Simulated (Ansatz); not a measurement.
Results of B3LYP (VWN-RPA form) in Ansatz (PAW) for zinc-blende ZnTe.

Run with plane-wave cutoff 460 eV, 8×8×8 k mesh, Fermi–Dirac smearing 0.01 eV, scalar-relativistic PAW data made under PBE.

The cell has the measured lattice: a = b = c = 6.0890 Å, α = β = γ = 90.00°.

**Question.** Predict the band gap.

**Answer.** 
band gap: 2.46 eV (on the SCF k mesh)

Measured, for comparison: band gap 2.43 eV (zero-point renormalisation of 40 meV (experimental, the table's column) added back here, direct; inputs from Miglio et al. (2020), arXiv:2011.12765).

Note: cell and atoms aren't relaxed at this level (pressure 3.7 GPa).

Spin–orbit coupling is not included; with these elements it can move the gap by several tenths of an eV or more.

Computed values are for the static lattice.

Ansatz is a quantum-chemistry and plane-wave program.
